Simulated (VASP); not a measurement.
Results of a VASP single-point calculation on MgS (strained measured structure)

POSCAR

```
Mg S
 1.0000000000000000
     0.0000000000000000    2.6015177399999998    2.5260737255999999
     2.6015177399999998    0.0000000000000000    2.5260737255999999
     2.6015177399999998    2.6015177399999998    0.0000000000000000
 Mg  S
   1   1
Cartesian
  0.0000000000000000  0.0000000000000000  0.0000000000000000
  2.6015177399999998  2.6015177399999998  2.5260737255999999
```

```json
{
  "gap between bands v and c": "3.35 eV",
  "least direct gap": "4.82 eV"
}
```

Band v is the last that the valence electrons fill when counted band by band, and c is the next. Levels in eV from the top of v:

```
point    v−1      v     c   c+1
    Γ   0.00   0.00  4.82  8.36
    X  -1.92  -1.66  3.52  4.83
    K  -3.34  -1.59  4.42  7.19
    L  -0.75  -0.66  5.20  7.33
    W  -3.47  -2.41  5.89  8.48
```

**Question.** Which of these levels of theory gave these results?
A. HSE06
B. PBE0
C. r²SCAN
D. PBEsol
E. LDA
F. PBE with spin–orbit coupling
G. PBE

**Answer.** C.

The INCAR was:

```
NBANDS = 11
PREC = Accurate
IBRION = -1
SIGMA = 0.01
LREAL = .FALSE.
LASPH = .TRUE.
METAGGA = R2SCAN
NELM = 120
EDIFF = 1E-7
ENCUT = 520
LWAVE = .FALSE.
NSW = 0
ALGO = Normal
LCHARG = .FALSE.
ISMEAR = 0
ISIF = 2
```
